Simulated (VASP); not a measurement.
MnO2:

```xyz
6
Lattice="2.8550 0.0000 0.0000 -1.4275 2.4725 0.0000 0.0000 0.0000 10.2217" Properties=species:S:1:pos:R:3 pbc="T T T"
Mn    0.0339    0.0200    5.1093
Mn   -0.0524   -0.0265   -0.0339
O     1.3977    0.8281    4.1300
O     1.3888    0.8431    0.9234
O    -0.0106    1.6700    6.0723
O    -0.0352    1.6476    9.2635
```

The cell comes from a database or a generator and needn't be the stable form of this composition.

The cell isn't the ideal one: atoms moved at random, drawn with an rms of 0.05 Å.

Base run:

```yaml
Program: VASP 6.6.1
Functional: PBEsol
Potentials_or_basis: VASP PAW PBE potentials, release 64 (Mn_pv, O)
Cutoff: 520 eV
k_mesh: 11 × 11 × 3
Occupations: fermi-dirac, width 0.05 eV
Spin: collinear spin, ferromagnetic start
Starting_moments: "[4.0, 4.0, 0.0, 0.0, 0.0, 0.0] μB"
```

Its results: band gap on the k mesh 0.76 eV, direct; pressure -1.6 GPa; net moment 6.00 μB per cell; site moments Mn +2.84, +2.83; O +0.04, +0.05 μB; largest force 0.731 eV/Å.

Question: The run is repeated on the same cell with these changes: functional from PBEsol to PBE. What comes out?

Answer: Band gap on the k mesh 0.86 eV, direct; pressure 4.5 GPa; net moment 6.00 μB per cell; site moments Mn +2.83; O +0.04, +0.05 μB; largest force 0.807 eV/Å.

PBE binds less tightly than PBEsol, so the same cell stands under more pressure.

Caveats: an odd mesh through Γ misses points on the zone boundary, where band edges often lie; only a ferromagnetic start was run, and an antiferromagnetic order may lie lower in energy; the PAW data sets were made with another functional, which shifts forces and pressure a little (some runs).
